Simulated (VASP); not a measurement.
# SnSe₂: self-consistent run, by functional and exact exchange

SnSe₂, P-3m1 (no. 164), 3 atoms in the cell.

| Functional | Exact exchange | Pressure (GPa) | Gap on the mesh (eV) | Time (s) |
|---|---|---|---|---|
| B1WC | 0.16 | 1.57 | 1.606 | 260 |
| B3LYP | 0.2 | 6.79 | 1.924 | 264 |
| X3LYP | 0.218 | 6.50 | 2.021 | 264 |
| CAP0 | 0.25 | 2.25 | 2.201 | 341 |
| PBE0 (PBEH) | 0.25 | 2.77 | 2.213 | 304 |
| APBE0 | 0.25 | 3.47 | 2.241 | 328 |
| mPW1PW | 0.25 | 2.93 | 2.208 | 295 |
| HSE12s | 0.425 | 2.62 | 1.483 | 384 |

Limits: the k mesh is coarse, so the gap and the pressure can be far off.

## Input of the first row

INCAR.step1:
```
SYSTEM = SnSe2
PREC = Accurate ; ENCUT = 450
EDIFF = 1E-5 ; ISMEAR = 0
SIGMA = 0.02 ; LREAL = .False.
LASPH = .True. ; ALGO = Normal
NELM = 100 ; ISIF = 2
LWAVE = .True. ; LCHARG = .False.
GGA = PE
```

INCAR.step2:
```
SYSTEM = SnSe2
PREC = Accurate ; ENCUT = 450
EDIFF = 1E-6 ; ISMEAR = 0
SIGMA = 0.02 ; LREAL = .False.
LASPH = .True. ; ALGO = Normal
NELM = 100 ; ISIF = 2
LWAVE = .False. ; LCHARG = .False.
ISTART = 1 ; LHFCALC = .True.
AEXX = 0.16 ; PRECFOCK = Fast
GGA = LIBXC ; LIBXC1 = HYB_GGA_XC_B1WC
```

KPOINTS:
```
k-points
0
Gamma
  4 4 4
```

POSCAR:
```
SnSe2
1.0
    3.8110000000      0.0000000000      0.0000000000
   -1.9055000000      3.3004228138      0.0000000000
    0.0000000000      0.0000000000      6.1360000000
Sn Se
1 2
Direct
    0.0000000000      0.0000000000      0.0000000000
    0.6666666667      0.3333333333      0.7510000000
    0.3333333333      0.6666666667      0.2490000000
```

Commands (each step's output is kept before the next begins):
```
cat potpaw_PBE.64/Sn_d/POTCAR potpaw_PBE.64/Se/POTCAR > POTCAR
cp INCAR.step1 INCAR
mpirun -np 1 vasp_std > vasp.out
cp INCAR.step2 INCAR
mpirun -np 1 vasp_std > vasp.out
```

Changes of the last row against the first:
```
(step 2)
- AEXX = 0.16
- LIBXC1 = HYB_GGA_XC_B1WC
+ AEXX = 0.425
+ LIBXC1 = HYB_GGA_XC_HSE12S
+ HFSCREEN = 0.408
```

VASP 6.6.1 took 260 s on 1 core (Intel Xeon 6975P-C (Granite Rapids)), a shared host.
